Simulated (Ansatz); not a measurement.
Input and command of a plane-wave DFT calculation in Ansatz:

```yaml
crystal:
  lattice:
    - [0.0, 2.3589974868, 2.2682668142]
    - [2.2682668142, 0.0, 2.2682668142]
    - [2.2682668142, 2.3589974868, 0.0]
  atoms:
    - { symbol: B, position: [0.0, 0.0, 0.0] }
    - { symbol: P, position: [0.75, 0.75, 0.75] }
basis:
  ecutwfc: 500
kpoints:
  mp_grid: { grid: [10, 10, 10] }
hamiltonian:
  xc: r2scan
scf:
  occupations: { method: gaussian, width: 0.05 }
output:
  forces: true
  stress: true
  eigenvalues: true
```

```bash
ansatz run input.yaml --threads 1 --pin off --max-ram 2560MiB --backend cpu --events-out ev --progress --plain --runs-dir out
```

Processor: Intel(R) Xeon(R) Processor @ 2.50GHz (Skylake/Cascade Lake), 1 thread, on a host shared with other jobs.

Question: Estimate time, memory and problem size.

Answer: About 8.4 s on 1 thread of Intel(R) Xeon(R) Processor @ 2.50GHz (Skylake/Cascade Lake), on a shared host, peak memory 0.4 GiB. It solves 8 bands at 102 k points (the mesh reduced by symmetry) with about 617 plane waves, in 6 SCF iterations.
